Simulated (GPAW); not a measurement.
# Ge (Fd-3m) in GPAW: reference runs

Reference runs on Ge: the cell as given and a disturbed copy.

All numbers are computed with GPAW 26.7.0; they aren't measurements. Logs are shortened: lines on timing, memory, paths and dates and some standing lists are left out, and cuts for length are marked. The log counts tension as positive stress, the text compression.

**What was measured.**

From “Electronic and optical properties of SixGe1-x-ySny alloys lattice-matched to Ge”, 2021, arxiv:2109.02782, for a bulk crystal of Ge at 300 K: band gap 0.807 eV (direct).

The runs below are set against these values where they give the same quantity.

## 1. The structure

The structure is cubic, space group Fd-3m (No. 227). The conventional cell has a = 5.658 Å, b = 5.658 Å, c = 5.658 Å, α = 90.00°, β = 90.00°, γ = 90.00°. Around Ge (site symmetry -43m) lie 4 Ge at 2.45 Å.

## 2. Single point, PBEsol

Contents of run.py:

```python
from ase import Atoms
from ase.dft.bandgap import bandgap
from ase.io import write
from ase.units import GPa
from gpaw import GPAW, PW, setup_paths

setup_paths.insert(0, '.')

atoms = Atoms(['Ge', 'Ge'],
              cell=[[0.0, 2.82891, 2.82891],
                    [2.82891, 0.0, 2.82891],
                    [2.82891, 2.82891, 0.0]],
              scaled_positions=[[0.75, 0.75, 0.75],
                                [0.5, 0.5, 0.5]],
              pbc=True)

calc = GPAW(mode=PW(600),
            xc='PBEsol',
            kpts={'size': (8, 8, 8), 'gamma': True},
            occupations={'name': 'fermi-dirac', 'width': 0.05},
            nbands=11,
            convergence={'density': 1e-05, 'energy': 1e-05},
            maxiter=150,
            txt='gpaw.txt')
atoms.calc = calc
energy = atoms.get_potential_energy()
forces = atoms.get_forces()
stress = atoms.get_stress()
calc.write('gs.gpw')
write('result.traj', atoms)
print(f'Energy: {energy:.6f} eV')
print('Forces (eV/A):')
print(forces.round(4))
print('Stress (GPa):', (stress / GPa).round(3))
print('Fermi level:', round(calc.get_fermi_level(), 4), 'eV')
print(f'Gap: {bandgap(calc)[0]:.4f} eV, direct: {bandgap(calc, direct=True)[0]:.4f} eV')
```

Potentials or basis: PAW data sets generated in the run's folder for this functional, pw.

Started as:

```sh
gpaw-setup -f PBEsol Ge
OMP_NUM_THREADS=1 python run.py
```

gpaw.txt:

```text
__  _  _
 | _ |_)|_||  |
 |__||  | ||/\| - 26.7.0

Input parameters:
  mode=PW(ecut=600.0),
  convergence={'density': 1e-05, 'energy': 1e-05},
  kpts=MonkhorstPack(size=(8, 8, 8), gamma=True),
  maxiter=150,
  nbands=11,
  occupations=Occupations(name='fermi-dirac', width=0.05),
  xc=XC(name='PBEsol')

Diagonalizing LCAO Hamiltonian
Converting LCAO to pw mode

           Ge

       Ge

Atoms  # Å, Bohr magnetons
|   | symbol |        x |        y |        z |    initial magnetic moments |
|---|--------|----------|----------|----------|-----------------------------|
| 0 |     Ge | 4.243365 | 4.243365 | 4.243365 | ( 0.0000,  0.0000,  0.0000) |
| 1 |     Ge | 2.828910 | 2.828910 | 2.828910 | ( 0.0000,  0.0000,  0.0000) |

Unit cell  # Å
| periodic |        x |        y |        z |  lengths |    angles |
|----------|----------|----------|----------|----------|-----------|
|      yes | 0.000000 | 2.828910 | 2.828910 | 4.000683 | 60.000000 |
|      yes | 2.828910 | 0.000000 | 2.828910 | 4.000683 | 60.000000 |
|      yes | 2.828910 | 2.828910 | 0.000000 | 4.000683 | 60.000000 |

Number of symmetries: 24
Symmetry operations  # r_c * U_cc + t_c -> r_c
|    | kind |            matrix            |
|----|------|------------------------------|
|  0 |  E   |  1, 0, 0,  0, 1, 0,  0, 0, 1 |
|  1 |  σ   |  1, 0, 0,  0, 0, 1,  0, 1, 0 |
|  2 |  σ   |  1, 0,-1,  0, 1,-1,  0, 0,-1 |
|  3 |  C3  |  1, 0,-1,  0, 0,-1,  0, 1,-1 |
|  4 |  C3  |  1,-1, 0,  0,-1, 1,  0,-1, 0 |
|  5 |  σ   |  1,-1, 0,  0,-1, 0,  0,-1, 1 |
|  6 |  σ   |  0, 1, 0,  1, 0, 0,  0, 0, 1 |
|  7 |  C3  |  0, 1, 0,  0, 0, 1,  1, 0, 0 |
|  8 |  C2  |  0, 1,-1,  1, 0,-1,  0, 0,-1 |
|  9 |  S4  |  0, 1,-1,  0, 0,-1,  1, 0,-1 |
| 10 |  C3  |  0, 0, 1,  1, 0, 0,  0, 1, 0 |
| 11 |  σ   |  0, 0, 1,  0, 1, 0,  1, 0, 0 |
| 12 |  S4  |  0, 0,-1,  1, 0,-1,  0, 1,-1 |
| 13 |  C3  |  0, 0,-1,  0, 1,-1,  1, 0,-1 |
| 14 |  S4  |  0,-1, 1,  1,-1, 0,  0,-1, 0 |
| 15 |  C2  |  0,-1, 1,  0,-1, 0,  1,-1, 0 |
| 16 |  C3  |  0,-1, 0,  1,-1, 0,  0,-1, 1 |
| 17 |  S4  |  0,-1, 0,  0,-1, 1,  1,-1, 0 |
| 18 |  S4  | -1, 1, 0, -1, 0, 1, -1, 0, 0 |
| 19 |  C3  | -1, 1, 0, -1, 0, 0, -1, 0, 1 |
| 20 |  C3  | -1, 0, 1, -1, 1, 0, -1, 0, 0 |
| 21 |  S4  | -1, 0, 1, -1, 0, 0, -1, 1, 0 |
| 22 |  σ   | -1, 0, 0, -1, 1, 0, -1, 0, 1 |
| 23 |  C2  | -1, 0, 0, -1, 0, 1, -1, 1, 0 |

BZ-sampling:
  Number of BZ points: 512
  Number of IBZ points: 29

  Monkhorst-Pack size: [8, 8, 8]
  Monkhorst-Pack shift: [0.0625, 0.0625, 0.0625]

K-points  # in reciprocal-cell coordinates
|     |                                coordinates |     weight |
|-----|--------------------------------------------|------------|
|   0 | (  0.00000000,   0.00000000,   0.00000000) | 0.00195312 |
|   1 | (  0.12500000,   0.12500000,   0.00000000) | 0.01171875 |
|   2 | (  0.12500000,   0.12500000,   0.12500000) | 0.01562500 |
|   3 | (  0.25000000,   0.12500000,   0.12500000) | 0.02343750 |
|   4 | (  0.25000000,   0.25000000,   0.00000000) | 0.01171875 |
|   5 | (  0.25000000,   0.25000000,   0.12500000) | 0.04687500 |
|   6 | (  0.25000000,   0.25000000,   0.25000000) | 0.01562500 |
|   7 | (  0.37500000,   0.25000000,  -0.37500000) | 0.04687500 |
|   8 | (  0.37500000,   0.25000000,   0.12500000) | 0.04687500 |
|   9 | (  0.37500000,   0.25000000,   0.25000000) | 0.04687500 |
| ... |                                            |            |
|  28 | (  0.50000000,   0.50000000,   0.50000000) | 0.00781250 |

Plane wave coefficients: 1540
Cutoff: 600.0 eV

Spin-components: 1 (collinear spins)
Bands:           11
Projectors:      10
Spin-degeneracy: 2
Datatype:        complex128

Parallelization:
  kpt:    1
  domain: 1
  band:   1

Density:
  Valence electrons: 8.0
  Components: 1
  Grid points: [24 24 24]
  Charge: 0.0  # |e|

Potential:
  Grid points: [24 24 24]

species:
  Ge:
    name:    Germanium
    Z:       32.0
    valence: 4
    core:    28
    charge:  0.0  # [|e|]
    compensation charges:
      type: gauss
      rc: 0.32  # [Å]
      lmax: 2
    cutoffs:
      filter: 1.77  # [Å]
      core: 3.42  # [Å]
    projectors
    | kind |    occ | energy [eV] | rcut [Å] |
    |------|--------|-------------|----------|
    |   4s |  2.000 |     -11.738 |    1.005 |
    |   4p |  2.000 |      -3.898 |    1.005 |
    |    s |        |      15.473 |    1.005 |
    |    p |        |      23.314 |    1.005 |
    |    d |        |       0.000 |    1.005 |

    Using partial waves for Ge as LCAO basis

Reference energy: -114111.519876  # eV

eigensolver:
  PPCG
  Converge bands: occupied
  niter=2

density mixing:
  MSR1-Mixer
  Pratt-step length: 0.05
  Maximum mixing coefficient: 0.75
  Old densities: 10
  SVD Regularization: 0.005
  Good broyden scale: 1.0
  Trust region scale: 1.0
  Backstep threshold: 4.0
  History deletion threshold: 6.0
  Fourier metric: weight=20.0, sigma=0.015

occupation numbers:
  Fermi-Dirac:
    width: 0.0500  # eV

poisson solver:
  ecut: 4800.0  # eV

xc functional:
  name: PBEsol with 2 nearest neighbor stencil

convergence criteria:
- Maximum integral of absolute [dens]ity change: 1e-05 electrons / valence electron
- Maximum [total energy] change in last 3 cyles: 1e-05 eV / valence electron
- Maximum integral of absolute [eigenst]ate change: 4e-08 eV^2 / valence electron
maximum number of iterations: 150

SCF iterations
|iter     | |      energy | eigst |  dens |
|---------|-|-------------|-------|-------|
|iter:   1| |   -9.908384 | -0.47 |       |
|iter:   2| |   -9.901837 | -2.73 | -0.91 |
|iter:   3| |   -9.842268 | -2.59 | -0.94 |
|iter:   4| |   -9.840287 | -3.52 | -1.56 |
|iter:   5| |   -9.840305 | -5.24 | -2.52 |
|iter:   6| |   -9.840308c| -6.63 | -3.26 |
|iter:   7| |   -9.840308c| -7.76c| -3.78 |
|iter:   8| |   -9.840308c| -8.27c| -4.94 |
|iter:   9| |   -9.840308c| -9.24c| -5.57c|

Converged in 9 steps
Energy contributions relative to reference atoms: (reference = -114111.519876)

Energy contributions:
  Kinetic:          24.880037
  Coulomb:         -22.328608
  Zero:             -0.002427
  External:          0.000000
  Xc:              -12.388866
  Entropy:          -0.000888
  Spinorbit:         0.000000
  ----------------------------
  Free energy:      -9.840753
  Extrapolated:     -9.840308

dipole moment: (3.699755, 3.699755, 3.699755)  # |e|*Ang

Fermi level: 5.882
Eigenvalues  # (at kpt = [0.000, 0.000, 0.000])
| band index |      eig [eV] | occ [0-2] |
|------------|---------------|-----------|
|          0 |        -6.933 |     2.000 |
|          1 |         5.847 |     1.345 |
|          2 |         5.847 |     1.345 |
|          3 |         5.847 |     1.345 |
|          4 |         5.891 |     0.919 |
|          5 |         8.383 |     0.000 |
|          6 |         8.383 |     0.000 |
|          7 |         8.383 |     0.000 |
|          8 |        12.096 |     0.000 |
|          9 |        15.226 |     0.000 |
|         10 |        15.228 |     0.000 |

Gap: 0.044 eV
Transition (v -> c):
  (s=0, k=0, n=3, [0.00, 0.00, 0.00]) -> (s=0, k=0, n=4, [0.00, 0.00, 0.00])
No difference between direct/indirect transitions

Forces  # eV/Ang
|        x |        y |        z |
|----------|----------|----------|
|  0.00000 | -0.00000 | -0.00000 |  # Ge   0
| -0.00000 | -0.00000 |  0.00000 |  # Ge   1

Stress tensor  # eV/Ang^3
|         x |         y |         z |
|-----------|-----------|-----------|
| -0.005915 | -0.000000 |  0.000000 |
| -0.000000 | -0.005915 |  0.000000 |
|  0.000000 |  0.000000 | -0.005915 |

# Writing to gs.gpw (mode='')
```

Run time: 12 s. Hardware: 1 thread of Arm Neoverse V1, shared host; peak memory 0.14 GiB.

What came out:

* Free energy: -9.8408 eV
* Pressure: 0.9 GPa
* Band gap on the k mesh: 0.04 eV, direct

## 3. Single point, PBEsol (atoms moved at random, drawn with an rms of 0.05 Å)

Edit run.py of step 2 so:

```diff
@@ -12,4 +12,4 @@
                     [2.82891, 2.82891, 0.0]],
-              scaled_positions=[[0.75, 0.75, 0.75],
-                                [0.5, 0.5, 0.5]],
+              scaled_positions=[[0.760966, 0.733256, 0.753339],
+                                [0.493445, 0.489395, 0.51015]],
               pbc=True)
```

Potentials or basis: PAW data sets generated in the run's folder for this functional, pw.

Started as:

```sh
gpaw-setup -f PBEsol Ge
OMP_NUM_THREADS=1 python run.py
```

Run time: 79 s. Hardware: 1 thread of Arm Neoverse V1, shared host; peak memory 0.27 GiB.

Results (log left out):

| Property | Result |
| --- | --- |
| Free energy | -9.8210 eV |
| Pressure | 1.1 GPa |
| Largest force | 0.713 eV/Å |
| Band gap on the k mesh | none (metal or under the smearing width) |

Forces in eV/Å, atoms in the order of the input:
```
Ge   0.448 -0.382 -0.402
Ge  -0.448  0.382  0.402
```

Stress tensor (GPa, compression positive):
```
 1.09 -1.14 -1.08
-1.14  1.11  1.28
-1.08  1.28  1.10
```

Levels at points of the mesh, in eV from the Fermi level:
| k point | band 1 | band 2 | band 3 | band 4 | band 5 | band 6 | band 7 |
| --- | --- | --- | --- | --- | --- | --- | --- |
| (0.00, 0.00, 0.00) | -12.84 | -0.37 | -0.01 | 0.09 | 0.12 | 2.34 | 2.37 |
| (0.00, 0.00, 0.50) | -10.81 | -7.56 | -1.64 | -1.31 | 0.02 | 3.39 | 3.85 |
| (0.00, 0.50, 0.00) | -10.80 | -7.57 | -1.64 | -1.30 | 0.03 | 3.39 | 3.86 |
| (0.00, 0.50, 0.50) | -9.10 | -8.82 | -3.19 | -3.09 | 0.49 | 0.70 | 9.37 |
| (0.50, 0.00, 0.00) | -10.62 | -7.97 | -1.45 | -1.42 | 0.23 | 3.71 | 3.75 |
| (0.50, 0.00, 0.50) | -9.08 | -8.84 | -3.18 | -3.10 | 0.50 | 0.69 | 9.39 |
| (0.50, 0.50, 0.00) | -9.08 | -8.84 | -3.18 | -3.10 | 0.50 | 0.69 | 9.38 |
| (0.50, 0.50, 0.50) | -10.79 | -7.60 | -1.64 | -1.30 | 0.04 | 3.39 | 3.87 |

## 4. How close it comes

Step 2. Measured gap of Ge: 0.807 eV (direct; 300 K; “Electronic and optical properties of SixGe1-x-ySny alloys lattice-matched to Ge”, 2021, arxiv:2109.02782). This calculation gives 0.04 eV (-0.76 eV). 3 values of this kind are on record (0.666 to 0.807 eV); this one was drawn at random among those near their median. Spin-orbit coupling on Ge is left out. The value is that of PBEsol on a finite k mesh, which can miss the band edges, without temperature or zero-point motion. Semilocal functionals fall short of measured gaps as a rule.
